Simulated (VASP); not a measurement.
# InAs (F-43m) in VASP: settings compared

Aim: see how the results for InAs move with the level of theory and the settings. Levels: PBEsol0, AM05, PBE. Tasks: band structure.

Program: VASP 6.6.1. These are calculated values, not measurements. Logs are shortened: lines on timing, memory, paths and dates and some standing lists are left out, and cuts for length are marked.

**Measured values to compare with.**

A printed reference work, data compilation reports, for a bulk crystal of InAs at 4.2 K: band gap 0.418 eV (direct).

The results are compared with them further down.

**1. The structure**

Symmetry: F-43m, No. 216, cubic system. The conventional cell has a = 6.036 Å, b = 6.036 Å, c = 6.036 Å, α = 90.00°, β = 90.00°, γ = 90.00°. In (site symmetry -43m) is surrounded by 4 As at 2.61 Å. As (site symmetry -43m) has 4 In at 2.61 Å as nearest neighbours.

**2. Band structure, PBEsol0**

File POSCAR:

```
InAs
1.0
    0.0000000000      3.0180000000      3.0180000000
    3.0180000000      0.0000000000      3.0180000000
    3.0180000000      3.0180000000      0.0000000000
In As
1 1
Direct
    0.0000000000      0.0000000000      0.0000000000
    0.7500000000      0.7500000000      0.7500000000
```

File INCAR.step1:

```
ALGO = Normal ; EDIFF = 1E-5
ENCUT = 520 ; GGA = PE
ISIF = 2 ; ISMEAR = -1
LASPH = True ; LCHARG = False
LREAL = False ; LWAVE = True
NELM = 80 ; PREC = Accurate
SIGMA = 0.05
```

File INCAR.step2:

```
AEXX = 0.25 ; ALGO = Normal
EDIFF = 1E-6 ; ENCUT = 520
GGA = PS ; HFRCUT = -1
ISIF = 2 ; ISMEAR = -1
ISTART = 1 ; LASPH = True
LCHARG = False ; LHFCALC = True
LREAL = False ; LWAVE = False
NELM = 80 ; PREC = Accurate
PRECFOCK = Fast ; SIGMA = 0.05
```

File KPOINTS:

```
k-points
0
Gamma
  4 4 4
```

File KPOINTS_OPT:

```
path GXWKGLUWLK,UX
10
line-mode
reciprocal
 0.0000000000  0.0000000000  0.0000000000  G
 0.5000000000  0.0000000000  0.5000000000  X

 0.5000000000  0.0000000000  0.5000000000  X
 0.5000000000  0.2500000000  0.7500000000  W

 0.5000000000  0.2500000000  0.7500000000  W
 0.3750000000  0.3750000000  0.7500000000  K

 0.3750000000  0.3750000000  0.7500000000  K
 0.0000000000  0.0000000000  0.0000000000  G

 0.0000000000  0.0000000000  0.0000000000  G
 0.5000000000  0.5000000000  0.5000000000  L

 0.5000000000  0.5000000000  0.5000000000  L
 0.6250000000  0.2500000000  0.6250000000  U

 0.6250000000  0.2500000000  0.6250000000  U
 0.5000000000  0.2500000000  0.7500000000  W

 0.5000000000  0.2500000000  0.7500000000  W
 0.5000000000  0.5000000000  0.5000000000  L

 0.5000000000  0.5000000000  0.5000000000  L
 0.3750000000  0.3750000000  0.7500000000  K

 0.6250000000  0.2500000000  0.6250000000  U
 0.5000000000  0.0000000000  0.5000000000  X
```

Potentials or basis: VASP PAW PBE potentials, release 64 (In_d, As).

Started as:

```bash
$ cat potpaw_PBE.64/In_d/POTCAR potpaw_PBE.64/As/POTCAR > POTCAR
$ cp INCAR.step1 INCAR
$ mpirun -np 1 vasp_std > vasp.out
$ cp INCAR.step2 INCAR
$ mpirun -np 1 vasp_std > vasp.out
```

OUTCAR:

```text
AEXX = 0.25
   EDIFF = 1E-6
   ENCUT = 520
   GGA = PS
   ISIF = 2
   ISMEAR = -1
   ISTART = 1
   LASPH = True
   LHFCALC = True
   LREAL = False
   NELM = 80
   PREC = Accurate
   PRECFOCK = Fast

 ion  position               nearest neighbor table
   1  0.000  0.000  0.000-   2 2.61   2 2.61   2 2.61   2 2.61
   2  0.750  0.750  0.750-   1 2.61   1 2.61   1 2.61   1 2.61

  LATTYP: Found a face centered cubic cell.
 ALAT       =     6.0360000000

  Lattice vectors:

 A1 = (   0.0000000000,   3.0180000000,   3.0180000000)
 A2 = (   3.0180000000,   0.0000000000,   3.0180000000)
 A3 = (   3.0180000000,   3.0180000000,   0.0000000000)

Analysis of symmetry for initial positions (statically):
=====================================================================
 Subroutine PRICEL returns:
 Original cell was already a primitive cell.

 Routine SETGRP: Setting up the symmetry group for a
 face centered cubic supercell.

 Subroutine GETGRP returns: Found 24 space group operations
 (whereof 24 operations were pure point group operations)
 out of a pool of 48 trial point group operations.

The static configuration has the point symmetry T_d .

Analysis of symmetry for dynamics (positions and initial velocities):
=====================================================================
 Subroutine PRICEL returns:
 Original cell was already a primitive cell.

 Routine SETGRP: Setting up the symmetry group for a
 face centered cubic supercell.

 Subroutine GETGRP returns: Found 24 space group operations
 (whereof 24 operations were pure point group operations)
 out of a pool of 48 trial point group operations.

The dynamic configuration has the point symmetry T_d .

 Subroutine INISYM returns: Found 24 space group operations
 (whereof 24 operations are pure point group operations),
 and found     1 'primitive' translations

----------------------------------------------------------------------------------------

                                     Primitive cell

  volume of cell :      54.9778

  direct lattice vectors                    reciprocal lattice vectors
     0.000000000  3.018000000  3.018000000    -0.165672631  0.165672631  0.165672631
     3.018000000  0.000000000  3.018000000     0.165672631 -0.165672631  0.165672631
     3.018000000  3.018000000  0.000000000     0.165672631  0.165672631 -0.165672631

  length of vectors
     4.268096531  4.268096531  4.268096531     0.286953414  0.286953414  0.286953414

  position of ions in fractional coordinates (direct lattice)
     0.000000000  0.000000000  0.000000000
     0.750000000  0.750000000  0.750000000

  ion indices of the primitive-cell ions
   primitive index   ion index
                 1           1
                 2           2

----------------------------------------------------------------------------------------

 KPOINTS: k-points

Automatic generation of k-mesh.
 Grid dimensions read from file:
 generate k-points for:    4    4    4

 Generating k-lattice:

  Cartesian coordinates                     Fractional coordinates (reciprocal lattice)
    -0.041418158  0.041418158  0.041418158     0.250000000  0.000000000  0.000000000
     0.041418158 -0.041418158  0.041418158     0.000000000  0.250000000  0.000000000
     0.041418158  0.041418158 -0.041418158     0.000000000  0.000000000  0.250000000

  Length of vectors
     0.071738354  0.071738354  0.071738354

  Shift w.r.t. Gamma in fractional coordinates (k-lattice)
     0.000000000  0.000000000  0.000000000

 Subroutine IBZKPT returns following result:
 ===========================================

 Found      8 irreducible k-points:

 Following reciprocal coordinates:
            Coordinates               Weight
  0.000000  0.000000  0.000000      1.000000
  0.250000  0.000000  0.000000      8.000000
  0.500000  0.000000  0.000000      4.000000
  0.250000  0.250000  0.000000      6.000000
  0.500000  0.250000  0.000000     24.000000
 -0.250000  0.250000  0.000000     12.000000
  0.500000  0.500000  0.000000      3.000000
 -0.250000  0.500000  0.250000      6.000000
   k-points           NKPTS =      8   k-points in BZ     NKDIM =     64   number of bands    NBANDS=     13
   number of dos      NEDOS =    301   number of ions     NIONS =      2
   total plane-waves  NPLWV =  32768
   dimension x,y,z NGX =    32 NGY =   32 NGZ =   32
   dimension x,y,z NGXF=    64 NGYF=   64 NGZF=   64
   ions per type =               1   1
   NGX,Y,Z   is equivalent  to a cutoff of  12.46, 12.46, 12.46 a.u.
   NGXF,Y,Z  is equivalent  to a cutoff of  24.93, 24.93, 24.93 a.u.
 SYSTEM =  unknown system
   PREC   = accura    normal or accurate (medium, high low for compatibility)
   ISTART =      1    job   : 0-new  1-cont  2-samecut
   ICHARG =      0    charge: 1-file 2-atom 10-const
   ISPIN  =      1    spin polarized calculation?
   LNONCOLLINEAR =      F non collinear calculations
   LSORBIT =      F    spin-orbit coupling
   LASPH  =      T    aspherical Exc in radial PAW
   ENCUT  =  520.0 eV  38.22 Ry    6.18 a.u.   7.94  7.94  7.94*2*pi/ulx,y,z
   NELM   =     80;   NELMIN=  2; NELMDL=  0     # of ELM steps
   EDIFF  = 0.1E-05   stopping-criterion for ELM
   LREAL  =      F    real-space projection
   EDIFFG = 0.1E-04   stopping-criterion for IOM
   NSW    =      0    number of steps for IOM
   IBRION =     -1    ionic relax: 0-MD 1-quasi-New 2-CG
   NFREE  =      0    steps in history (QN), initial steepest desc. (CG)
   ISIF   =      2    stress and relaxation
   ISYM   =      3    0-nonsym 1-usesym 2-fastsym
   POTIM  = 0.5000    time-step for ionic-motion
   TEBEG  =    0.0;   TEEND  =   0.0 temperature during run
   PSTRESS=    0.0 pullay stress
   NELECT =      18.0000    total number of electrons
   NUPDOWN=      -1.0000    fix difference up-down
   EMIN   =  10.00;   EMAX   =-10.00  energy-range for DOS
   EFERMI =   0.00;   METHOD = LEGACY
   ISMEAR =    -1;   SIGMA  =   0.05  broadening in eV -4-tet -1-fermi 0-gaus
   EFERMI_NEDOS =   21; number of points for ismear=-14 and -15
   IALGO  =     38    algorithm
   IMIX   =      1    mixing-type and parameters
     AMIX     =   0.40;   BMIX     =  1.00
     AMIX_MAG =   1.60;   BMIX_MAG =  1.00
  volume/ion in A,a.u.               =      27.49       185.50
  Fermi-wavevector in a.u.,A,eV,Ry     =   1.128331  2.132236 17.321990  1.273130
  Thomas-Fermi vector in A             =   2.265020
   LORBIT       =      0    0 simple, 1 ext, 2 COOP (PROOUT), +10 PAW based schemes
   GGA     = PS    functional components
   LHFCALC =     T    Hartree Fock is set to
   PRECFOCK=fast      Normal, Fast or Accurate (Low or Medium for compatibility)
   ENCUT4O =  -1.0   cutoff for four orbital integrals eV
   NKREDX  =     1    reduce k-point grid by
   NKREDY  =     1    reduce k-point grid by
   NKREDZ  =     1    reduce k-point grid by
   AEXX    =    0.2500 exact exchange contribution
   HFSCREEN=    0.0000 screening length (either q_TF or 0.3 A-1)
   HFSCREENC=   0.0000 screening length for correlation (either q_TF or 0.3 A-1)
   ENCUTFOCK=  -1.0 apply spherical cutoff to Coloumb kernel
   IVDW    =     0    specifies the selected vdW correction
   LEPSILON=     F    determine dielectric tensor
   LRPA    =     F    only Hartree local field effects (RPA)
 non-spin polarized calculation
  energy-cutoff  :      520.00
  volume of cell :       54.98
 maximum number of plane-waves:      1480
  NGX = 18; NGY = 18; NGZ = 18

 number of electron      17.9999991 magnetization

 Free energy of the ion-electron system (eV)
  ---------------------------------------------------
  ext. energy  EPLUGINS =         0.00000000
  ---------------------------------------------------
  free energy    TOTEN  =       -10.54133153 eV

  energy without entropy =      -10.54133093  energy(sigma->0) =      -10.54133123

 E-fermi :   4.3335     XC(G=0):  -7.3517

 val. band max:        3.7233530773   @ k =   0.0000   0.0000   0.0000
 cond. band min:       4.8887212294   @ k =   0.0000   0.0000   0.0000
 fundamental gap:      1.1653681521
 Fermi energy:         4.3335076813

 k-point     1 :       0.0000    0.0000    0.0000
  band No.  band energies     occupation
      1     -12.4819      2.00000
      2     -12.4819      2.00000
      3     -12.4819      2.00000
      4     -12.3452      2.00000
      5     -12.3452      2.00000
      6      -9.4825      2.00000
      7       3.7234      1.99999
      8       3.7234      1.99999
      9       3.7234      1.99999
     10       4.8887      0.00003
     11       9.0452      0.00000
     12       9.0452      0.00000
     13       9.0452      0.00000

 k-point     2 :       0.2500    0.0000    0.0000
  band No.  band energies     occupation
      1     -12.5436      2.00000
      2     -12.4631      2.00000
      3     -12.4631      2.00000
      4     -12.3446      2.00000
      5     -12.3446      2.00000
      6      -8.7813      2.00000
      7      -0.2812      2.00000
      8       3.0889      2.00000
      9       3.0889      2.00000
     10       6.3191      0.00000
     11       9.8115      0.00000
     12       9.8115      0.00000
     13      10.3953      0.00000

 k-point     3 :       0.5000    0.0000    0.0000
  band No.  band energies     occupation
      1     -12.5999      2.00000
      2     -12.4489      2.00000
      3     -12.4489      2.00000
      4     -12.3381      2.00000
      5     -12.3381      2.00000
      6      -7.8218      2.00000
      7      -2.6980      2.00000
      8       2.6125      2.00000
      9       2.6125      2.00000
     10       5.9982      0.00000
     11       9.8379      0.00000
     12       9.8379      0.00000
     13      12.0219      0.00000

 k-point     4 :       0.2500    0.2500    0.0000
  band No.  band energies     occupation
      1     -12.5796      2.00000
      2     -12.4412      2.00000
      3     -12.4412      2.00000
      4     -12.3633      2.00000
      5     -12.3348      2.00000
      6      -8.5490      2.00000
      7      -0.2303      2.00000
      8       2.1322      2.00000
      9       2.1322      2.00000
     10       7.2410      0.00000
     11       7.9247      0.00000
     12      11.6028      0.00000
     13      11.6028      0.00000

 k-point     5 :       0.5000    0.2500    0.0000
  band No.  band energies     occupation
      1     -12.6227      2.00000
      2     -12.4302      2.00000
      3     -12.4219      2.00000
      4     -12.3620      2.00000
      5     -12.3330      2.00000
      6      -7.5479      2.00000
      7      -2.3071      2.00000
      8       0.7052      2.00000
      9       1.7583      2.00000
     10       7.2896      0.00000
     11       9.4706      0.00000
     12      11.0818      0.00000
     13      11.9026      0.00000

 k-point     6 :      -0.2500    0.2500    0.0000
  band No.  band energies     occupation
      1     -12.5962      2.00000
      2     -12.4422      2.00000
      3     -12.4396      2.00000
      4     -12.3482      2.00000
      5     -12.3437      2.00000
      6      -7.9012      2.00000
      7      -1.7430      2.00000
      8       0.5958      2.00000
      9       2.5652      2.00000
     10       7.7479      0.00000
     11      10.1941      0.00000
     12      10.5244      0.00000
     13      10.7537      0.00000

 k-point     7 :       0.5000    0.5000    0.0000
  band No.  band energies     occupation
      1     -12.6602      2.00000
      2     -12.3979      2.00000
      3     -12.3979      2.00000
      4     -12.3851      2.00000
      5     -12.3233      2.00000
      6      -7.2017      2.00000
      7      -2.7535      2.00000
      8       1.1138      2.00000
      9       1.1138      2.00000
     10       6.4142      0.00000
     11       7.0705      0.00000
     12      14.7260      0.00000
     13      14.9400      0.00000

 k-point     8 :      -0.2500    0.5000    0.2500
  band No.  band energies     occupation
      1     -12.6348      2.00000
      2     -12.4301      2.00000
      3     -12.4051      2.00000
      4     -12.3624      2.00000
      5     -12.3376      2.00000
      6      -7.1269      2.00000
      7      -2.5773      2.00000
      8       0.4241      2.00000
      9       0.5430      2.00000
     10       9.3325      0.00000
     11       9.5782      0.00000
     12      10.2624      0.00000
     13      11.1764      0.00000

------------------------ aborting loop because EDIFF is reached ----------------------------------------

  FORCE on cell =-STRESS in cart. coord.  units (eV):
  Direction    XX          YY          ZZ          XY          YZ          ZX
  --------------------------------------------------------------------------------------
  -------------------------------------------------------------------------------------
  Total        0.0012718      0.0012718      0.0012718     -0.0000000     -0.0000000      0.0000000
  in kB        0.0370620      0.0370620      0.0370620     -0.0000000     -0.0000000      0.0000000
  external PRESSURE =       0.0370620 kB  Pullay stress =       0.0000000 kB

 VOLUME and BASIS-vectors are now :
 -----------------------------------------------------------------------------
  energy-cutoff  :      520.00
  volume of cell :       54.98
      direct lattice vectors                 reciprocal lattice vectors
     0.000000000  3.018000000  3.018000000    -0.165672631  0.165672631  0.165672631
     3.018000000  0.000000000  3.018000000     0.165672631 -0.165672631  0.165672631
     3.018000000  3.018000000  0.000000000     0.165672631  0.165672631 -0.165672631

 POSITION                                       TOTAL-FORCE (eV/Angst)
 -----------------------------------------------------------------------------------
      0.00000      0.00000      0.00000        -0.000000     -0.000000     -0.000000
      4.52700      4.52700      4.52700         0.000000      0.000000      0.000000
 -----------------------------------------------------------------------------------
    total drift:                               -0.000018     -0.000020     -0.000013

  FREE ENERGIE OF THE ION-ELECTRON SYSTEM (eV)
  ---------------------------------------------------
  free  energy   TOTEN  =       -10.5413315275 eV

  energy  without entropy=      -10.5413309325  energy(sigma->0) =      -10.54133123
```

It took 17 min on 1 thread of Intel Xeon 6975P-C (Granite Rapids), shared host; peak memory 0.25 GiB.

Results:

```yaml
Free_energy: -10.5413 eV
Pressure: 0.0 GPa
Band_gap_on_the_k_mesh: 1.17 eV, direct
Band_gap_along_the_path: 1.17 eV, direct
```

Levels at the corners of the path, in eV from the valence-band top:
```csv
point,band 6,band 7,band 8,band 9,band 10,band 11,band 12,band 13
Γ,-13.21,0.00,0.00,0.00,1.17,5.32,5.32,5.32
X,-10.93,-6.48,-2.61,-2.61,2.69,3.35,11.00,11.22
X,-10.93,-6.48,-2.61,-2.61,2.69,3.35,11.02,11.22
W,-10.85,-6.30,-3.30,-3.18,5.61,5.85,6.54,7.45
W,-10.85,-6.30,-3.30,-3.18,5.61,5.85,6.54,7.45
K,-10.93,-6.30,-3.67,-2.19,3.36,5.77,8.98,9.15
K,-10.93,-6.30,-3.67,-2.19,3.36,5.77,9.00,9.17
Γ,-13.21,0.00,0.00,0.00,1.17,5.32,5.32,5.32
Γ,-13.21,0.00,0.00,0.00,1.17,5.32,5.32,5.32
L,-11.55,-6.42,-1.11,-1.11,2.27,6.11,6.11,8.30
L,-11.55,-6.42,-1.11,-1.11,2.27,6.11,6.11,8.30
U,-10.93,-6.30,-3.67,-2.19,3.36,5.77,8.98,9.14
U,-10.93,-6.30,-3.67,-2.19,3.36,5.77,8.98,9.18
W,-10.85,-6.30,-3.30,-3.18,5.61,5.85,6.54,7.45
W,-10.85,-6.30,-3.30,-3.18,5.61,5.85,6.54,7.45
L,-11.55,-6.42,-1.11,-1.11,2.27,6.11,6.11,8.30
L,-11.55,-6.42,-1.11,-1.11,2.27,6.11,6.11,8.30
K,-10.93,-6.30,-3.67,-2.19,3.36,5.77,9.00,9.35
U,-10.93,-6.30,-3.67,-2.19,3.36,5.77,9.00,9.14
X,-10.93,-6.48,-2.61,-2.61,2.69,3.35,11.01,11.22
```

Caveat: the k mesh is coarse (spacing up to 0.45 Å⁻¹), so the values aren't converged, least of all with exact exchange; the PAW data sets were made with another functional, which shifts forces and pressure a little; spin-orbit coupling is left out, which moves the levels of the heavy elements.

[end of part 1 of 3]
